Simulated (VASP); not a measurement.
# Bi: restarted molecular dynamics, 2 variants

Bi, R-3m (no. 166), 12 atoms in the cell. PBE, molecular dynamics; PAW potentials Bi (PBE set).

| Restart from | Temperature at the end (K) | The same without a restart (K) | Potential energy at the end (eV/atom) | The same without a restart (eV/atom) | Electronic steps in the first step after the restart | Time (s) |
|---|---|---|---|---|---|---|
| CONTCAR with velocities, WAVECAR read | 591.0 | 591.0 | -3.79144 | -3.79144 | 4 | 502 |
| CONTCAR with velocities, no WAVECAR | 591.0 | 591.0 | -3.79144 | -3.79144 | 15 | 472 |

Limits: 240 fs of 12 atoms are too short for converged averages; the cell is only 4.5 Å across, so each atom moves in step with near copies of itself.

## Input of the first row

INCAR.step1:
```
ALGO = Fast
EDIFF = 1E-6
ENCUT = 200
GGA = PE
IBRION = 0
ISIF = 2
ISMEAR = -1
ISYM = 0
KPAR = 2
LASPH = True
LCHARG = False
LREAL = Auto
LWAVE = True
MDALGO = 2
NELM = 60
NELMIN = 4
NSW = 30
POTIM = 4.0
PREC = Normal
RANDOM_SEED = 40978 0 0
SIGMA = 0.069
SMASS = -3
TEBEG = 1600
```

INCAR.step2, as INCAR.step1 but for:
```
- LWAVE = True
+ LWAVE = False
```

KPOINTS:
```
k-points
0
Gamma
  3 2 1
```

POSCAR.step1:
```
Bi
1.0
    4.5350000000      0.0000000000      0.0000000000
    0.0000000000      7.8548504124      0.0000000000
    0.0000000000      0.0000000000     11.8140000000
Bi
12
Direct
    0.0000000000      0.0000000000      0.7660000000
    0.5000000000      0.5000000000      0.7660000000
    0.0000000000      0.3333333334      0.9006666667
    0.4999999999      0.8333333334      0.9006666667
    0.5000000000      0.1666666666      0.0993333333
    0.0000000001      0.6666666666      0.0993333333
    0.0000000000      0.0000000000      0.2340000000
    0.5000000000      0.5000000000      0.2340000000
    0.0000000000      0.3333333334      0.4326666667
    0.4999999999      0.8333333334      0.4326666667
    0.5000000000      0.1666666666      0.5673333333
    0.0000000001      0.6666666666      0.5673333333
```

Commands (each step's output is kept before the next begins):
```
cat potpaw_PBE.64/Bi/POTCAR > POTCAR
cp INCAR.step1 INCAR
cp POSCAR.step1 POSCAR
mpirun -np 2 vasp_std > vasp.out
cp CONTCAR POSCAR
cp INCAR.step2 INCAR
mpirun -np 2 vasp_std > vasp.out
```

Changes of the last row against the first:
```
(step 1)
- LWAVE = True
+ LWAVE = False
```

VASP 6.6.1 took 502 s on 2 cores (AMD EPYC 7R43 (Zen 3)), a shared host.
